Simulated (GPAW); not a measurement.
Runs of GPAW 26.7.0 on MgO. It takes space group Fm-3m (No. 225, cubic). Conventional cell: a = 4.194 Å, b = 4.194 Å, c = 4.194 Å, α = 90.00°, β = 90.00°, γ = 90.00°. Mg (site symmetry m-3m) is surrounded by 6 O at 2.10 Å. O (site symmetry m-3m) is surrounded by 6 Mg at 2.10 Å. The cell is a database's computed one.

```csv
level,potentials or basis,cell,eigensolver,optimizer,fmax,max steps,target pressure,gap on the mesh (eV),pressure (GPa),relaxed volume (Å³/atom)
BLYP+D3(BJ),"PAW data sets generated in the run's folder for this functional, pw",relaxed,davidson,FIRE,0.01 eV/Å,100,-,5.36,0.1,9.05
revPBE+D4,"the program's PAW data sets (release 1.2.1) made for this functional, pw",relaxed,-,FIRE,0.02 eV/Å,40,-,4.73,-0.3,9.46
PBEsol+D4,"PAW data sets generated in the run's folder for this functional, pw",relaxed to 10 GPa,-,BFGS,0.02 eV/Å,60,10 GPa,5.27,10.3,-
RPBE+D4,"the program's PAW data sets (release 1.2.1) made for this functional, pw",relaxed to 1 GPa,-,BFGS,0.01 eV/Å,60,1 GPa,4.80,1.1,-
revPBE+D3(BJ),"the program's PAW data sets (release 1.2.1) made for this functional, pw",relaxed,-,BFGS,0.05 eV/Å,100,-,4.98,0.6,-
PBEsol+D3(BJ),"PAW data sets generated in the run's folder for this functional, pw",relaxed,-,BFGS,0.05 eV/Å,60,-,4.86,0.0,(a)
RPBE+D3(BJ),"the program's PAW data sets (release 1.2.1) made for this functional, pw",relaxed,-,BFGS,0.02 eV/Å,60,-,5.84,-0.1,(b)
```

Alike in all rows: task relaxation of cell and atoms; no spin polarisation; k mesh 11 × 11 × 11; cutoff (eV) 800; smearing fermi-dirac 0.05 eV.

Q: Fill in the values left out.

A: (a) 9.15; (b) 8.50.

Caveats: later steps reuse the first step's grids; the relaxation stopped at its first step, so nothing moved (some runs).

